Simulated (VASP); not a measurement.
Na: single point with PBEsol

Crystal: Na.

```
Na
1.0
    -1.89465    1.89465    2.61209
     1.89465   -1.89465    2.61209
     1.89465    1.89465   -2.61209
Na
1
Direct
  0.00000 0.00000 0.00000
```

This isn't the form of Na at room conditions, which is bcc.

* Program: VASP 6.6.1
* Task: single point
* Functional: PBEsol
* Potentials or basis: VASP PAW PBE potentials, release 64 (Na_pv)
* Cutoff: 520 eV
* k mesh: 16 × 16 × 16
* Occupations: gaussian, width 0.15 eV
* Spin: no spin polarisation
* Dipole correction: no
* Further INCAR settings: ALGO = Fast; EDIFF = 1e-07; NBANDS = 10

The pressure is -0.2 GPa and the band gap on the k mesh is none (metal or under the smearing width).

Levels at points of the mesh, in eV from the Fermi level:
| k point | band 2 | band 3 | band 4 | band 5 | band 6 | band 7 |
| --- | --- | --- | --- | --- | --- | --- |
| (0.00, 0.00, 0.00) | -24.80 | -24.80 | -3.26 | 10.99 | 10.99 | 11.08 |
| (0.50, 0.00, 0.00) | -24.81 | -24.80 | 0.54 | 0.95 | 9.88 | 10.22 |
| (0.50, 0.50, 0.00) | -24.81 | -24.81 | 1.65 | 2.21 | 6.30 | 7.16 |
| (0.50, 0.50, 0.50) | -24.81 | -24.81 | 1.91 | 2.46 | 6.07 | 6.89 |

Run time: 89 s on 1 thread of Intel(R) Xeon(R) Platinum 8488C (Sapphire Rapids), on a shared host, peak memory 0.22 GiB.

Caveat: the PAW data sets were made with another functional, which shifts forces and pressure a little.
